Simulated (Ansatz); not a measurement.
**How the vibrations of BN change with volume**

The calculation used DFT LDA, scalar-relativistic, plane waves, PAW in Ansatz. Cutoff 420 eV, 12×12×12 k-points (Γ-centred), fixed occupations. No spin polarisation. Phonons by linear response, acoustic sum rule imposed.

The cell, relaxed at this level:
```
B N
1.0
     2.47721    0.00243   -0.23771
    -1.22930    2.15067    0.23772
    -0.93303   -0.89743    3.28246
B N
1 1
Direct
  0.99112 0.99147 0.99398
  0.65702 0.32442 0.99283
```

The crystal is built of layers and no dispersion correction was added, so the binding between them is poorly described, and with it their spacing and whatever depends on it.

Cells at 0.98 and 1.02 times the equilibrium volume were relaxed in shape and atoms; γ = −d ln ν / d ln V, modes matched by rank.

Question: Give the optical frequencies at Γ without the LO field (cm⁻¹) at the three volumes and the mode Grüneisen parameters.

Answer:
| 0.98 V | V | 1.02 V | γ | degeneracy |
| --- | --- | --- | --- | --- |
| 753 | 758 | 762 | -0.31 | 1 |
| 1390 | 1387 | 1385 | 0.10 | 2 |

Question: What pressures hold the two strained cells, and what bulk modulus follows?

Answer: 0.64 GPa at 0.98 V and -0.48 GPa at 1.02 V, so B = −dP/d ln V ≈ 28 GPa.

Question: How does the gap respond?

Answer: It is 3.97, 4.03 and 4.08 eV at 0.98, 1 and 1.02 V: dE_g/d ln V = 2.9 eV.

Question: And the dielectric constants (a third of the trace)?

Answer: ε∞: 4.32, 4.24, 4.17; ε0: 5.7, 5.6, 5.5, in order of rising volume.

This form isn't the usual stable structure of the compound.